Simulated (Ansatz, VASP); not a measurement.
## Al3O in VASP and in Ansatz

The input INCAR:

```
PREC     = Accurate       # precision mode
ENCUT    = 520            # plane-wave cutoff, eV
EDIFF    = 1E-6           # SCF threshold, eV
ISMEAR   = 0              # smearing method
SIGMA    = 0.1            # smearing width, eV
LREAL    = F              # projectors in reciprocal space
LASPH    = T              # aspherical terms in the spheres
NELM     = 80             # most SCF steps
ALGO     = Normal         # electronic algorithm
ISIF     = 2              # what is computed and relaxed
LWAVE    = F              # write WAVECAR
LCHARG   = F              # write CHGCAR
LDIPOL   = T            
IDIPOL   = 3            
DIPOL    = 0.5 0.5 0.356
GGA      = PS             # functional
IBRION   = 2              # ionic algorithm
NSW      = 36             # ionic steps
EDIFFG   = -0.025         # ionic threshold
```

The input KPOINTS:

```
regular mesh
0
Gamma
  9 9 1
```

File POSCAR:

```
Al3O
1.0
    2.8394270062      0.0000000000      0.0000000000
    0.0000000000      2.8394270062      0.0000000000
    0.0000000000      0.0000000000     19.6413451717
Al O
3 1
Selective dynamics
Direct
    0.5000000000      0.5000000000      0.2036520394  F F F
    0.0000000000      0.0000000000      0.3090064802  F F F
    0.5000000000      0.5000000000      0.4145003868  F F F
    0.5000000000      0.6666666667      0.4962007020  F F T
```

Input for Ansatz:

```yaml
crystal:
  lattice:
    - [2.8394270062, 0.0, 0.0]
    - [0.0, 2.8394270062, 0.0]
    - [0.0, 0.0, 19.6413451717]
  atoms:
    - { symbol: Al, position: [0.5, 0.5, 0.2036520394] }
    - { symbol: Al, position: [0.0, 0.0, 0.3090064802] }
    - { symbol: Al, position: [0.5, 0.5, 0.4145003868] }
    - { symbol: O, position: [0.5, 0.6666666667, 0.496200702] }
basis:
  ecutwfc: 420
kpoints:
  mp_grid: { grid: [9, 9, 1] }
hamiltonian:
  xc: pbesol
scf:
  occupations: { method: gaussian, width: 0.1 }
output:
  forces: true
  eigenvalues: true
relax:
  adjacent_minimum: "off"
  f_tol: 0.025
  max_steps: 16
  constraints: [{ sites: [0, 1, 2] }, { sites: [3], fix: xy }]
efield:
  axis: 3
  dipole_correction: true
  ramp_width: 0.04
```

Alike in both runs: task relaxation of the atoms; functional PBEsol; k mesh 9 × 9 × 1; occupations gaussian, width 0.1 eV; no spin polarisation.

|  | VASP | Ansatz |
| --- | --- | --- |
| version | VASP 6.6.1 | Ansatz 0.2.0 |
| potentials or method | VASP PAW PBE potentials, release 64 (Al, O) | scalar-relativistic, plane waves, PAW |
| plane-wave cutoff (eV) | 520 | 420 |
| valence electrons in the cell | 15 | 15 |

```csv
,VASP,Ansatz,Ansatz less VASP
"gap on the k mesh at the Fermi level, each at its own relaxed structure (eV)",none,none,-
energy change over the relaxation (meV/atom),-1,-2,-0.7
```

A gap of «none» marks a metal or a gap that the smearing closes.

Caveats: an odd number of electrons without spin polarisation forces a metal; a magnetic or distorted state may lie lower.
